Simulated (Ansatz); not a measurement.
# MnO2: the cost of one run

Program: Ansatz 0.2.0. Level of theory: DFT PBE+U (U_eff = 3.9 eV on Mn 3d), scalar-relativistic, plane waves, PAW. These are calculated values, not measurements.

## (1) The structure to begin with

Symmetry: I4/m, No. 87, tetragonal system. Conventional cell: a = 9.890 Å, b = 9.890 Å, c = 2.921 Å, α = 90.00°, β = 90.00°, γ = 90.00°. Mn (site symmetry m) has 6 O at 1.91 to 1.94 Å as nearest neighbours. O (site symmetry m) is surrounded by 3 Mn at 1.94 Å. Around O (site symmetry m) lie 3 Mn at 1.91 to 1.92 Å.

Structure file:

```
CELL_PARAMETERS angstrom
-4.94508 4.94508 1.46038
4.94508 -4.94508 1.46038
4.94508 4.94508 -1.46038
ATOMIC_POSITIONS crystal
Mn 0.65141 0.83334 0.48475
Mn 0.83334 0.34859 0.18193
Mn 0.34859 0.16666 0.51525
Mn 0.16666 0.65141 0.81807
O 0.15621 0.20454 0.36075
O 0.20454 0.84379 0.04833
O 0.84379 0.79546 0.63925
O 0.79546 0.15621 0.95167
O 0.16502 0.45698 0.62199
O 0.45698 0.83498 0.29196
O 0.83498 0.54302 0.37801
O 0.54302 0.16502 0.70804
```

This cell comes from an earlier session at PBE+U (U_eff = 3.9 eV on Mn 3d): 11.904 Å³/atom at 0.01 GPa, on a 6×6×6 mesh.

## (2) Coarse mesh, to find the state of the open shells

The input, input.yaml:

```yaml
crystal:
  lattice:
    - [-4.9450757413, 4.9450757413, 1.4603846435]
    - [4.9450757413, -4.9450757413, 1.4603846435]
    - [4.9450757413, 4.9450757413, -1.4603846435]
  atoms:
    - { symbol: Mn, position: [0.6514115611, 0.833338065, 0.484749626], spin: 3.0 }
    - { symbol: Mn, position: [0.833338065, 0.3485884389, 0.1819265039], spin: -3.0 }
    - { symbol: Mn, position: [0.3485884389, 0.166661935, 0.515250374], spin: 3.0 }
    - { symbol: Mn, position: [0.166661935, 0.6514115611, 0.8180734961], spin: -3.0 }
    - { symbol: O, position: [0.1562093325, 0.2045360918, 0.3607454243] }
    - { symbol: O, position: [0.2045360918, 0.8437906675, 0.0483267594] }
    - { symbol: O, position: [0.8437906675, 0.7954639082, 0.6392545757] }
    - { symbol: O, position: [0.7954639082, 0.1562093325, 0.9516732406] }
    - { symbol: O, position: [0.1650159359, 0.4569783449, 0.6219942808] }
    - { symbol: O, position: [0.4569783449, 0.8349840641, 0.2919624089] }
    - { symbol: O, position: [0.8349840641, 0.5430216551, 0.3780057192] }
    - { symbol: O, position: [0.5430216551, 0.1650159359, 0.7080375911] }
basis:
  ecutwfc: 420
  ecutrho_ratio: 4
kpoints:
  mp_grid: { grid: [5, 5, 5] }
hamiltonian:
  xc: pbe
  hubbard: { sites: [{ species: Mn, l: d, u_eff: 3.9 }] }
scf:
  occupations: { method: gaussian, width: 0.05 }
output:
  forces: true
  stress: true
  eigenvalues: true
  populations: true
  hubbard: { sites: [{ species: Mn, l: d }] }
magnetization:
  spin_polarized: true
```

On the command line:

```bash
ansatz run input.yaml --threads 4 --pin off --max-ram 10240MiB --backend cpu --events-out ev --progress --plain --runs-dir out
```

**Question.** How long does this run take on 4 threads of Arm Neoverse V1, shared host, and how much memory does it need?

About 35 s, with a peak of 1.1 GiB.
